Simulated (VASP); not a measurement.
Output of a VASP run:

File OSZICAR:
```
       N       E                     dE             d eps       ncg     rms          rms(c)
DAV:   1     0.352167228939E+02    0.35217E+02   -0.36379E+03   360   0.948E+02
DAV:   2    -0.486466525580E+01   -0.40081E+02   -0.38654E+02   497   0.134E+02
DAV:   3    -0.652074806465E+01   -0.16561E+01   -0.16549E+01   438   0.315E+01
DAV:   4    -0.657531312823E+01   -0.54565E-01   -0.54549E-01   560   0.601E+00
DAV:   5    -0.657596326188E+01   -0.65013E-03   -0.65008E-03   472   0.655E-01    0.248E+00
DAV:   6    -0.656385755096E+01    0.12106E-01   -0.12867E-02   478   0.630E-01    0.155E+00
DAV:   7    -0.656123159694E+01    0.26260E-02   -0.14661E-02   534   0.725E-01    0.189E-01
DAV:   8    -0.656115961963E+01    0.71977E-04   -0.15586E-03   379   0.309E-01    0.336E-02
DAV:   9    -0.656116974415E+01   -0.10125E-04   -0.49945E-05   465   0.598E-02    0.216E-02
DAV:  10    -0.656116990967E+01   -0.16553E-06   -0.45153E-06   473   0.141E-02
   1 F= -.65611699E+01 E0= -.65611699E+01  d E =-.656117E+01
```

File OUTCAR:
```
------------------------ aborting loop because EDIFF is reached ----------------------------------------
  FORCE on cell =-STRESS in cart. coord.  units (eV):
  Direction    XX          YY          ZZ          XY          YZ          ZX
  --------------------------------------------------------------------------------------
  Total        0.0047899      0.0047899      0.0047899      0.0000000      0.0000000     -0.0000000
  in kB        0.1569298      0.1569298      0.1569298      0.0000000      0.0000000     -0.0000000
  external PRESSURE =       0.1569298 kB  Pullay stress =       0.0000000 kB
  volume of cell :       48.90
      direct lattice vectors                 reciprocal lattice vectors
     0.000000000  2.902468106  2.902468106    -0.172267181  0.172267181  0.172267181
     2.902468106  0.000000000  2.902468106     0.172267181 -0.172267181  0.172267181
     2.902468106  2.902468106  0.000000000     0.172267181  0.172267181 -0.172267181
 POSITION                                       TOTAL-FORCE (eV/Angst)
 -----------------------------------------------------------------------------------
      0.00000      0.00000      0.00000        -0.000000     -0.000000     -0.000000
      2.90247      2.90247      2.90247         0.000000      0.000000      0.000000
 -----------------------------------------------------------------------------------
    total drift:                                0.000000     -0.000000      0.000000
  FREE ENERGIE OF THE ION-ELECTRON SYSTEM (eV)
  ---------------------------------------------------
  free  energy   TOTEN  =        -6.5611699097 eV

  energy  without entropy=       -6.5611699097  energy(sigma->0) =       -6.56116991

 reached required accuracy - stopping structural energy minimisation
```
(Selected blocks of OUTCAR.)

**POSCAR**
```
LiI
1
    0.0000000000     2.9024681060     2.9024681060
    2.9024681060     0.0000000000     2.9024681060
    2.9024681060     2.9024681060    -0.0000000000
Li I
1 1
Direct
  0.0000000000   1.0000000000   1.0000000000
  0.5000000000   0.5000000000   0.5000000000
```

Task: Reconstruct the remaining input files.

Result: Several could match; the one computed here: the input of the run itself, LDA (Ceperley-Alder, Perdew-Zunger), plane waves, VASP's LDA PAW potentials (set 64).

File KPOINTS:
```
Automatic mesh
0
G
7 7 7
0 0 0
```

**INCAR**
```
NSW = 60   ! most ionic steps
EDIFF = 1E-6
PREC = Accurate
ISMEAR = 0   ! Gaussian
LREAL = .FALSE.   ! projection in real space or not
LMAXMIX = 4   ! l cut-off of mixed one-centre charges
SIGMA = 0.05   ! width (eV)
LCHARG = .FALSE.
LASPH = .TRUE.   ! aspherical one-centre terms
ENCUT = 520   ! plane-wave cut-off (eV)
EDIFFG = -0.01   ! ionic stop
IBRION = 2
ALGO = Normal
LWAVE = .FALSE.
ISIF = 3   ! ions, shape and volume
SYSTEM = LiI
NELM = 100
```

POTCAR, in this order: Li_sv I (LDA.64 set). Program: vasp_std.

The compound is LiI in the rock salt structure. It was relaxed first, which changed the volume by -10 %. The start is the result of an earlier pass.
